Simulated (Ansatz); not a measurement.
# Structure types of HfC compared at 94 GPa

Structure types of HfC are relaxed in primitive cells with their symmetry kept at 94 GPa, on PAW files; LAPW relaxes the small cells further and takes the PAW cell for the others (marked *). The enthalpy is E + pV at zero temperature, without zero-point motion. Only the types listed were tried, and differences under about 5 meV/atom are mesh noise. The real phase may be another.

All numbers are PBE results (scalar-relativistic) from Ansatz 0.2.0, with Fermi–Dirac smearing of 0.1 eV, no spin polarisation. Methods: LAPW: all electrons, basis error target 0.5 meV/atom; PAW: frozen-core files, cutoff 420 eV.

k meshes: rocksalt 17×17×17, CsCl 14×14×14, WC 16×16×14, NiAs 10×10×6, zincblende 14×14×14.

Spin–orbit coupling is left out, which matters for the heavy atoms.

Problem. Which type is lowest in enthalpy, and by how much?

Solution. rocksalt, 823 meV/atom below NiAs. The whole table:

| start type | ends as | a, b, c (Å) | V (Å³/atom) | H − H(lowest), LAPW (meV/atom) | same, PAW |
| --- | --- | --- | --- | --- | --- |
| rocksalt | rocksalt, Fm-3m | 4.283, 4.283, 4.283 | 9.82 | 0.0 | 0.0 |
| CsCl | CsCl, Pm-3m | 2.652, 2.652, 2.652 | 9.33 | 1082.1 | 1081.4 |
| WC | WC, P-6m2 | 2.910, 2.910, 2.720 | 9.97 | 954.5 | 954.7 |
| NiAs* | NiAs, P6_3/mmc | 2.960, 2.960, 5.360 | 10.17 | 823.3 | 823.4 |
| zincblende | zincblende, F-43m | 4.511, 4.511, 4.511 | 11.47 | 1985.7 | 1986.4 |
